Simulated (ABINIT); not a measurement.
Runs of ABINIT 10.8.3 (patched build) on SnO2 (Cassiterite). Symmetry: P4_2/mnm, No. 136, tetragonal system. Conventional cell: a = 4.738 Å, b = 4.738 Å, c = 3.187 Å, α = 90.00°, β = 90.00°, γ = 90.00°. Around Sn (site symmetry mmm) lie 6 O at 2.05 to 2.06 Å. O (site symmetry m2m) is surrounded by 3 Sn at 2.05 to 2.06 Å. 

```tsv
task	level	potentials or basis	cell	k mesh	cutoff (eV)	cell freedom (optcell)	cutoff smearing ecutsm (Ha)	optimiser (ionmov)	force stop (Ha/bohr)	fine-grid cutoff	mesh quality	gap on the mesh (eV)	pressure (GPa)	relaxed volume (Å³/atom)	largest force (eV/Å)
relaxation of cell and atoms	PBE+D3	JTH PAW PBE v2.0	relaxed	3 × 3 × 4	626	2	0.5	2	0.0005	1224.51 eV	coarse	0.83	-0.1	(a)	-
band structure	PBE	PseudoDojo NC SR PBE v0.4.1 standard	as given	5 × 5 × 6	1143	-	-	-	-	-	not flagged	1.27	12.4	-	0.28
band structure	PBE	SPMS NC PBE v1.0	as given	5 × 5 × 6	1088	-	-	-	-	-	not flagged	1.20	(c)	-	(b)
relaxation of cell and atoms	PBE+D3(BJ)	JTH PAW PBE v2.0	relaxed	3 × 3 × 4	626	2	0.5	2	0.0005	1224.51 eV	coarse	0.87	-0.1	12.32	-
band structure	PBE	Ansatz NC PBE	as given	5 × 5 × 6	1252	-	-	-	-	-	not flagged	1.28	11.2	-	0.28
relaxation of cell and atoms	PBE+D2	JTH PAW PBE v2.0	relaxed	3 × 3 × 4	626	2	0.5	2	0.0005	1224.51 eV	coarse	0.89	0.0	12.27	-
band structure	PBE	SG15 NC PBE v1.2	as given	5 × 5 × 6	1143	-	-	-	-	-	not flagged	1.26	9.7	-	0.26
relaxation of cell and atoms	PBE	JTH PAW PBE v2.0	relaxed	3 × 3 × 4	626	2	0.5	2	0.0005	1224.51 eV	coarse	0.71	0.0	12.53	-
```

Alike in all rows: no spin polarisation; smearing fermi-dirac 0.05 eV.

Estimate the missing entries.

(a) 12.38; (b) 0.25; (c) 10.3.

Caveats: some runs use coarse meshes; spin-orbit coupling is left out, which moves the levels of the heavy elements; the atomic spheres overlap (some runs).

A k mesh can miss the band edges, and the runs leave out spin-orbit coupling on Sn.
